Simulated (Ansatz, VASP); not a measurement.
## Two plane-wave programs on BN

The input INCAR:

```
SYSTEM = BN
ALGO     = Normal         ! electronic algorithm
EDIFF    = 1E-6           ! SCF threshold, eV
ENCUT    = 520            ! plane-wave cutoff, eV
GGA      = PE             ! functional
ISIF     = 2              ! what is computed and relaxed
ISMEAR   = 0              ! smearing method
LASPH    = .TRUE.         ! aspherical terms in the spheres
LCHARG   = .FALSE.        ! write CHGCAR
LREAL    = .FALSE.        ! projectors in reciprocal space
LWAVE    = .FALSE.        ! write WAVECAR
NBANDS   = 16             ! bands
NELM     = 60             ! most SCF steps
PREC     = Accurate       ! precision mode
SIGMA    = 0.05           ! smearing width, eV
```

KPOINTS

```
k-points
0
G
  12 12 6
  0 0 0
```

The input POSCAR:

```
BN
1.0
    2.5539396017      0.0000000000      0.0000000000
   -1.2769698009      2.2117765748      0.0000000000
    0.0000000000      0.0000000000      4.2268550000
B N
2 2
Direct
    0.6666666667      0.3333333333      0.9997240000
    0.3333333333      0.6666666667      0.4997240000
    0.6666666667      0.3333333333      0.6430196889
    0.3333333333      0.6666666667      0.1430196889
```

Input for Ansatz:

```yaml
crystal:
  lattice:
    - [2.5539396017, 0.0, 0.0]
    - [-1.2769698009, 2.2117765748, 0.0]
    - [0.0, 0.0, 4.226855]
  atoms:
    - { symbol: B, position: [0.6666666667, 0.3333333333, 0.999724] }
    - { symbol: B, position: [0.3333333333, 0.6666666667, 0.499724] }
    - { symbol: "N", position: [0.6666666667, 0.3333333333, 0.6430196889] }
    - { symbol: "N", position: [0.3333333333, 0.6666666667, 0.1430196889] }
basis:
  ecutwfc: 420
kpoints:
  mp_grid: { grid: [12, 12, 6] }
hamiltonian:
  xc: pbe
scf:
  occupations: { method: gaussian, width: 0.05 }
output:
  forces: true
  stress: true
  eigenvalues: true
```

Change from the starting cell: all N atoms moved +0.075 Å, as atom 3 along Cartesian [0 0 1].

Alike in both runs: task single point; functional PBE; k mesh 12 × 12 × 6; occupations gaussian, width 0.05 eV; no spin polarisation.

|  | VASP | Ansatz |
| --- | --- | --- |
| version | VASP 6.6.1 | Ansatz 0.2.0 |
| potentials or method | VASP PAW PBE potentials, release 64 (B, N) | scalar-relativistic, plane waves, PAW |
| plane-wave cutoff (eV) | 520 | 420 |
| valence electrons in the cell | 16 | 16 |

```tsv
	VASP	Ansatz	Ansatz less VASP
gap on the k mesh at the Fermi level (eV)	4.01	4.02	+0.016
least direct gap on the mesh (eV)	7.61	7.61	+0.006
pressure (GPa)	1.2	1.0	-0.22
largest component of the traceless stress (GPa)	2.32	2.15	-0.175
rms of the force components (eV/Å)	1.164	1.159	-0.0044
```

Atom by atom the forces differ by 0.004 eV/Å (rms over components).

Caveats: forces of over 1 eV/Å show positions far from the minimum, so gaps and moduli don't describe the material at rest. A k mesh can miss the band edges.
